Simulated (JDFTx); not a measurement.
MnS, 2 atoms in the cell. Symmetry: F-43m, No. 216, cubic system. Conventional cell: a = 4.947 Å, b = 4.947 Å, c = 4.947 Å, α = 90.00°, β = 90.00°, γ = 90.00°. Mn (site symmetry -43m) is surrounded by 4 S at 2.14 Å. Around S (site symmetry -43m) lie 4 Mn at 2.14 Å. The cell is a database's computed one.

```yaml
Program: JDFTx 1.7.0 (patched build)
Task: single point
Functional: PBEsol
Potentials_or_basis: PseudoDojo-SR-PBEsol-0.4.1-standard with smoothed tails
Cutoff: 1306 eV
Density_cutoff: 10449 eV
k_mesh: 9 × 9 × 9
Occupations: fermi-dirac, width 0.05 eV
Spin: collinear spin, ferromagnetic start
Starting_moments: "[4.0, 0.0] μB"
Local_potential_set_to_-Z/r_beyond: 6 bohr
Density_cutoff_over_wavefunction_cutoff: 8
Max_SCF_steps: 100
SCF_threshold_on_the_energy: 1e-09 Ha
Solver_of_the_electrons: scf
Further_solve_for_the_empty_bands: yes
```

Potentials or basis: PseudoDojo-SR-PBEsol-0.4.1-standard with smoothed tails.

Run with:

```bash
$ jdftx -c 1 -i MnS.in -o MnS.out
```

Hardware: 1 thread of Arm Neoverse V2 (shared host).

Q: How long does it take, and how much memory?

A: Run time: 6.8 min on 1 thread of Arm Neoverse V2 (shared host), peak memory 0.25 GiB. Counts: scf iterations 15, bands 19, k points 35, plane waves 3245.
